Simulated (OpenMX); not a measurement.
Runs of OpenMX 3.8.5 on Fe. It takes space group Im-3m (No. 229, cubic). Conventional cell: a = 2.886 Å, b = 2.886 Å, c = 2.886 Å, α = 90.00°, β = 90.00°, γ = 90.00°. Around Fe (site symmetry m-3m) lie 8 Fe at 2.50 Å. 

```csv
spin,cell,gap on the mesh (eV),pressure (GPa),moment (μB)
"collinear, ferromagnetic start","Im-3m, 12.02 Å³/atom",none,-5.8,2.41
"collinear, ferromagnetic start","Im-3m, 11.06 Å³/atom",none,6.9,(c)
"collinear, zero start","Im-3m, 12.02 Å³/atom",none,(a),0.00
"collinear, ferromagnetic start","Im-3m, 11.54 Å³/atom",none,-2.3,2.16
"collinear, ferromagnetic start","Im-3m, 12.5 Å³/atom",none,(b),2.55
```

Alike in all rows: task single point; level PBE; potentials or basis OpenMX 2013 PBE set, Fe6.0H-s3p2d2, grid cutoff 500 Ry; k mesh 9 × 9 × 9; smearing fermi-dirac 0.05 eV.

Q: Fill in the values left out.

A: (a) -24.4; (b) -10.1; (c) 2.09.

Caveats: the basis of atomic orbitals isn't converged, which shifts pressures, moduli and gaps.

A gap of «none» marks a metal or a gap under the smearing width.
